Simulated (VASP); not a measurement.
# GePt (Pnma) in VASP: single point with PBE

Aim: the single point of GePt with PBE.

Everything below comes from runs of VASP 6.6.1. Logs are shortened: lines on timing, memory, paths and dates and some standing lists are left out, and cuts for length are marked.

**1. The crystal as given**

It takes space group Pnma (No. 62, orthorhombic). The conventional cell has a = 5.756 Å, b = 3.730 Å, c = 6.112 Å, α = 90.00°, β = 90.00°, γ = 90.00°. Ge (site symmetry m) is surrounded by 6 Pt at 2.48 to 2.68 Å. Pt (site symmetry m) is surrounded by 6 Ge at 2.48 to 2.68 Å.

The cell is a database's computed one.

**2. Single point, PBE**

Input file INCAR:

```
SYSTEM = GePt
PREC = Accurate ; ENCUT = 520
EDIFF = 1E-7 ; ISMEAR = 0
SIGMA = 0.1 ; LREAL = .FALSE.
LASPH = .TRUE. ; NELM = 100
ALGO = Fast ; ISIF = 2
LWAVE = .FALSE. ; LCHARG = .FALSE.
GGA = PE ; NBANDS = 58
```

Input file KPOINTS:

```
Automatic mesh
0
G
  4 6 4
  0 0 0
```

Input file POSCAR:

```
GePt
1.0
    5.7560124400      0.0000000000      0.0000000000
    0.0000000000      3.7300317300      0.0000000000
    0.0000000000      0.0000000000      6.1115636800
Ge Pt
4 4
Direct
    0.8139321800      0.7500000000      0.5880128700
    0.1860678300      0.2500000000      0.4119871300
    0.3139321500      0.7500000000      0.9119871300
    0.6860678200      0.2500000000      0.0880128600
    0.0018518400      0.7500000000      0.1927088600
    0.9981481400      0.2500000000      0.8072911500
    0.5018518600      0.7500000000      0.3072911500
    0.4981481700      0.2500000000      0.6927088500
```

Potentials or basis: VASP PAW PBE potentials, release 64 (Ge_d, Pt).

Started as:

```bash
$ cat potpaw_PBE.64/Ge_d/POTCAR potpaw_PBE.64/Pt/POTCAR > POTCAR
$ mpirun -np 1 vasp_std > vasp.out
```

OUTCAR:

```text
SYSTEM = GePt
   PREC = Accurate
   ENCUT = 520
   EDIFF = 1E-7
   ISMEAR = 0
   LREAL = .FALSE.
   LASPH = .TRUE.
   NELM = 100
   ISIF = 2
   GGA = PE

 ion  position               nearest neighbor table
   1  0.814  0.750  0.588-   7 2.48   6 2.53   6 2.53   5 2.65   8 2.68   8 2.68
   2  0.186  0.250  0.412-   8 2.48   5 2.53   5 2.53   6 2.65   7 2.68   7 2.68
   3  0.314  0.750  0.912-   5 2.48   8 2.53   8 2.53   7 2.65   6 2.68   6 2.68
   4  0.686  0.250  0.088-   6 2.48   7 2.53   7 2.53   8 2.65   5 2.68   5 2.68
   5  0.002  0.750  0.193-   3 2.48   2 2.53   2 2.53   1 2.65   4 2.68   4 2.68   7 2.96   7 2.96
                             6 3.00   6 3.00
   6  0.998  0.250  0.807-   4 2.48   1 2.53   1 2.53   2 2.65   3 2.68   3 2.68   8 2.96   8 2.96
                             5 3.00   5 3.00
   7  0.502  0.750  0.307-   1 2.48   4 2.53   4 2.53   3 2.65   2 2.68   2 2.68   5 2.96   5 2.96
                             8 3.00   8 3.00
   8  0.498  0.250  0.693-   2 2.48   3 2.53   3 2.53   4 2.65   1 2.68   1 2.68   6 2.96   6 2.96
                             7 3.00   7 3.00

  LATTYP: Found a simple orthorhombic cell.
 ALAT       =     3.7300317300
 B/A-ratio  =     1.5431537468
 C/A-ratio  =     1.6384749842

  Lattice vectors:

 A1 = (   0.0000000000,  -3.7300317300,   0.0000000000)
 A2 = (   5.7560124400,   0.0000000000,   0.0000000000)
 A3 = (   0.0000000000,   0.0000000000,   6.1115636800)

Analysis of symmetry for initial positions (statically):
=====================================================================
 Subroutine PRICEL returns:
 Original cell was already a primitive cell.

 Routine SETGRP: Setting up the symmetry group for a
 simple orthorhombic supercell.

 Subroutine GETGRP returns: Found  8 space group operations
 (whereof  2 operations were pure point group operations)
 out of a pool of  8 trial point group operations.

The static configuration has the point symmetry S_2 .
 The point group associated with its full space group is D_2h.

Analysis of symmetry for dynamics (positions and initial velocities):
=====================================================================
 Subroutine PRICEL returns:
 Original cell was already a primitive cell.

 Routine SETGRP: Setting up the symmetry group for a
 simple orthorhombic supercell.

 Subroutine GETGRP returns: Found  8 space group operations
 (whereof  2 operations were pure point group operations)
 out of a pool of  8 trial point group operations.

The dynamic configuration has the point symmetry S_2 .
 The point group associated with its full space group is D_2h.

 Subroutine INISYM returns: Found  8 space group operations
 (whereof  2 operations are pure point group operations),
 and found     1 'primitive' translations

----------------------------------------------------------------------------------------

                                     Primitive cell

  volume of cell :     131.2159

  direct lattice vectors                    reciprocal lattice vectors
     5.756012440  0.000000000  0.000000000     0.173731383  0.000000000  0.000000000
     0.000000000  3.730031730  0.000000000     0.000000000  0.268094234  0.000000000
     0.000000000  0.000000000  6.111563680     0.000000000  0.000000000  0.163624246

  length of vectors
     5.756012440  3.730031730  6.111563680     0.173731383  0.268094234  0.163624246

  position of ions in fractional coordinates (direct lattice)
     0.813932180  0.750000000  0.588012870
     0.186067830  0.250000000  0.411987130
     0.313932150  0.750000000  0.911987130
     0.686067820  0.250000000  0.088012860
     0.001851840  0.750000000  0.192708860
     0.998148140  0.250000000  0.807291150
     0.501851860  0.750000000  0.307291150
     0.498148170  0.250000000  0.692708850

  ion indices of the primitive-cell ions
   primitive index   ion index
                 1           1
                 2           2
                 3           3
                 4           4
                 5           5
                 6           6
                 7           7
                 8           8

----------------------------------------------------------------------------------------

 KPOINTS: Automatic mesh

Automatic generation of k-mesh.
 Grid dimensions read from file:
 generate k-points for:    4    6    4

 Generating k-lattice:

  Cartesian coordinates                     Fractional coordinates (reciprocal lattice)
     0.043432846  0.000000000  0.000000000     0.250000000  0.000000000  0.000000000
     0.000000000  0.044682372  0.000000000     0.000000000  0.166666667  0.000000000
     0.000000000  0.000000000  0.040906062     0.000000000  0.000000000  0.250000000

  Length of vectors
     0.043432846  0.044682372  0.040906062

  Shift w.r.t. Gamma in fractional coordinates (k-lattice)
     0.000000000  0.000000000  0.000000000

 Subroutine IBZKPT returns following result:
 ===========================================

 Found     36 irreducible k-points:

 Following reciprocal coordinates:
            Coordinates               Weight
  0.000000  0.000000  0.000000      1.000000
  0.250000  0.000000  0.000000      2.000000
  0.500000  0.000000  0.000000      1.000000
  0.000000  0.166667  0.000000      2.000000
  0.250000  0.166667  0.000000      4.000000
  0.500000  0.166667  0.000000      2.000000
[... 16 lines left out ...]
  0.250000  0.500000  0.250000      4.000000
  0.500000  0.500000  0.250000      2.000000
 [... further k-points ...]
   k-points           NKPTS =     36   k-points in BZ     NKDIM =     36   number of bands    NBANDS=     58
   number of dos      NEDOS =    301   number of ions     NIONS =      8
   total plane-waves  NPLWV =  64512
   dimension x,y,z NGX =    48 NGY =   28 NGZ =   48
   dimension x,y,z NGXF=    96 NGYF=   56 NGZF=   96
   ions per type =               4   4
   NGX,Y,Z   is equivalent  to a cutoff of  13.86, 12.48, 13.06 a.u.
   NGXF,Y,Z  is equivalent  to a cutoff of  27.73, 24.96, 26.11 a.u.
 SYSTEM =  GePt
   PREC   = accura    normal or accurate (medium, high low for compatibility)
   ISTART =      0    job   : 0-new  1-cont  2-samecut
   ICHARG =      2    charge: 1-file 2-atom 10-const
   ISPIN  =      1    spin polarized calculation?
   LNONCOLLINEAR =      F non collinear calculations
   LSORBIT =      F    spin-orbit coupling
   LASPH  =      T    aspherical Exc in radial PAW
   ENCUT  =  520.0 eV  38.22 Ry    6.18 a.u.  10.70  6.94 11.36*2*pi/ulx,y,z
   NELM   =    100;   NELMIN=  2; NELMDL= -5     # of ELM steps
   EDIFF  = 0.1E-06   stopping-criterion for ELM
   LREAL  =      F    real-space projection
   EDIFFG = 0.1E-05   stopping-criterion for IOM
   NSW    =      0    number of steps for IOM
   IBRION =     -1    ionic relax: 0-MD 1-quasi-New 2-CG
   NFREE  =      0    steps in history (QN), initial steepest desc. (CG)
   ISIF   =      2    stress and relaxation
   ISYM   =      2    0-nonsym 1-usesym 2-fastsym
   POTIM  = 0.5000    time-step for ionic-motion
   TEBEG  =    0.0;   TEEND  =   0.0 temperature during run
   PSTRESS=    0.0 pullay stress
   NELECT =      96.0000    total number of electrons
   NUPDOWN=      -1.0000    fix difference up-down
   EMIN   =  10.00;   EMAX   =-10.00  energy-range for DOS
   EFERMI =   0.00;   METHOD = LEGACY
   ISMEAR =     0;   SIGMA  =   0.10  broadening in eV -4-tet -1-fermi 0-gaus
   EFERMI_NEDOS =   21; number of points for ismear=-14 and -15
   IALGO  =     68    algorithm
   IMIX   =      4    mixing-type and parameters
     AMIX     =   0.40;   BMIX     =  1.00
     AMIX_MAG =   1.60;   BMIX_MAG =  1.00
  volume/ion in A,a.u.               =      16.40       110.69
  Fermi-wavevector in a.u.,A,eV,Ry     =   1.475151  2.787631 29.607223  2.176069
  Thomas-Fermi vector in A             =   2.589835
   LORBIT       =      0    0 simple, 1 ext, 2 COOP (PROOUT), +10 PAW based schemes
   GGA     = PE    functional components
   LHFCALC =     F    Hartree Fock is set to
   AEXX    =    0.0000 exact exchange contribution
   IVDW    =     0    specifies the selected vdW correction
   LEPSILON=     F    determine dielectric tensor
   LRPA    =     F    only Hartree local field effects (RPA)
 non-spin polarized calculation
 RMM-DIIS sequential band-by-band and
 Gauss-broadening in eV      SIGMA  =   0.10
  energy-cutoff  :      520.00
  volume of cell :      131.22
 maximum number of plane-waves:      3554
 NGX is ok and might be reduce to    48
   NGX = 21   NGY = 13   NGZ = 23

 number of electron      96.0000003 magnetization

 Free energy of the ion-electron system (eV)
  ---------------------------------------------------
  ext. energy  EPLUGINS =         0.00000000
  ---------------------------------------------------
  free energy    TOTEN  =       -46.14322041 eV

  energy without entropy =      -46.12849563  energy(sigma->0) =      -46.13585802

 E-fermi :   9.5474     XC(G=0): -12.3732

 val. band max:        9.5151875587   @ k =   0.5000   0.1667   0.2500
 cond. band min:       9.5546175406   @ k =   0.5000   0.0000   0.0000
 fundamental gap:      0.0394299820
 Fermi energy:         9.5474320446

 k-point     1 :       0.0000    0.0000    0.0000
  band No.  band energies     occupation
      1     -15.6344      2.00000
      2     -15.6268      2.00000
      3     -15.6264      2.00000
      4     -15.6232      2.00000
      5     -15.6124      2.00000
      6     -15.5998      2.00000
[... 50 lines left out ...]
     57      14.8018      0.00000
     58      15.5108      0.00000

 k-point     2 :       0.2500    0.0000    0.0000
  band No.  band energies     occupation
      1     -15.6330      2.00000
      2     -15.6273      2.00000
      3     -15.6254      2.00000
      4     -15.6229      2.00000
      5     -15.6113      2.00000
      6     -15.6020      2.00000
[... 50 lines left out ...]
     57      14.6251      0.00000
     58      15.9617      0.00000
[... 1279 lines left out ...]
     57      15.5202      0.00000
     58      16.0008      0.00000

 k-point    24 :       0.5000    0.5000    0.2500
  band No.  band energies     occupation
      1     -15.6213      2.00000
      2     -15.6213      2.00000
      3     -15.6213      2.00000
      4     -15.6213      2.00000
      5     -15.6027      2.00000
      6     -15.6027      2.00000
[... 50 lines left out ...]
     57      14.7338      0.00000
     58      14.7338      0.00000

 [... further k-points ...]

------------------------ aborting loop because EDIFF is reached ----------------------------------------

  FORCE on cell =-STRESS in cart. coord.  units (eV):
  Direction    XX          YY          ZZ          XY          YZ          ZX
  --------------------------------------------------------------------------------------
  -------------------------------------------------------------------------------------
  Total        4.3496614      3.3200194      4.1196165     -0.0000000      0.0000000      0.0000000
  in kB       53.1103839     40.5382147     50.3014819     -0.0000000      0.0000000      0.0000000
  external PRESSURE =      47.9833601 kB  Pullay stress =       0.0000000 kB

 VOLUME and BASIS-vectors are now :
 -----------------------------------------------------------------------------
  energy-cutoff  :      520.00
  volume of cell :      131.22
      direct lattice vectors                 reciprocal lattice vectors
     5.756012440  0.000000000  0.000000000     0.173731383  0.000000000  0.000000000
     0.000000000  3.730031730  0.000000000     0.000000000  0.268094234  0.000000000
     0.000000000  0.000000000  6.111563680     0.000000000  0.000000000  0.163624246

 POSITION                                       TOTAL-FORCE (eV/Angst)
 -----------------------------------------------------------------------------------
      4.68500      2.79752      3.59368         0.090156      0.000000      0.040032
      1.07101      0.93251      2.51789        -0.090156     -0.000000     -0.040032
      1.80700      2.79752      5.57367         0.090156      0.000000     -0.040032
      3.94901      0.93251      0.53790        -0.090156     -0.000000      0.040032
      0.01066      2.79752      1.17775        -0.096478     -0.000000     -0.068807
      5.74535      0.93251      4.93381         0.096478      0.000000      0.068807
      2.88867      2.79752      1.87803        -0.096478     -0.000000      0.068807
      2.86735      0.93251      4.23353         0.096478      0.000000     -0.068807
 -----------------------------------------------------------------------------------
    total drift:                               -0.000102      0.000000      0.000170

  FREE ENERGIE OF THE ION-ELECTRON SYSTEM (eV)
  ---------------------------------------------------
  free  energy   TOTEN  =       -46.1432204131 eV

  energy  without entropy=      -46.1284956297  energy(sigma->0) =      -46.13585802
```

It took 4.9 min on 1 thread of Intel Xeon Platinum 8559C (Emerald Rapids), shared host; peak memory 0.37 GiB.

What came out:

```
Free energy            : -46.1432 eV
Pressure               : 4.8 GPa
Largest force          : 0.119 eV/Å
Band gap on the k mesh : none (metal or under the smearing width)
```

Forces on the atoms (eV/Å):
```
Ge   0.090  0.000  0.040
Ge  -0.090  0.000 -0.040
Ge   0.090  0.000 -0.040
Ge  -0.090  0.000  0.040
Pt  -0.096  0.000 -0.069
Pt   0.096  0.000  0.069
Pt  -0.096  0.000  0.069
Pt   0.096  0.000 -0.069
```

Stress tensor (GPa, compression positive):
```
5.31 0.00 0.00
0.00 4.05 0.00
0.00 0.00 5.03
```

Levels at points of the mesh, in eV from the Fermi level:
| k point | band 45 | band 46 | band 47 | band 48 | band 49 | band 50 | band 51 | band 52 |
| --- | --- | --- | --- | --- | --- | --- | --- | --- |
| (0.00, 0.00, 0.00) | -2.44 | -1.48 | -1.42 | -0.92 | 0.70 | 0.90 | 2.96 | 3.20 |
| (0.50, 0.00, 0.00) | -2.45 | -2.45 | 0.01 | 0.01 | 1.28 | 1.28 | 2.29 | 2.29 |
| (0.00, 0.50, 0.00) | -2.53 | -2.53 | -1.59 | -1.59 | -0.14 | -0.14 | 2.09 | 2.09 |
| (0.50, 0.50, 0.00) | -1.87 | -1.87 | -1.87 | -1.87 | 0.59 | 0.59 | 0.59 | 0.59 |
| (0.00, 0.00, 0.50) | -1.80 | -1.80 | 0.01 | 0.01 | 1.04 | 1.04 | 1.87 | 1.87 |
| (0.50, 0.00, 0.50) | -1.31 | -1.31 | 0.73 | 0.73 | 1.78 | 1.78 | 2.60 | 2.60 |
| (0.00, 0.50, 0.50) | -2.48 | -2.48 | -2.14 | -2.14 | 0.51 | 0.51 | 1.04 | 1.04 |
| (0.50, 0.50, 0.50) | -2.45 | -2.45 | -2.45 | -2.45 | 2.44 | 2.44 | 2.44 | 2.44 |

The run has no spin-orbit coupling, so splittings on Pt are missing.
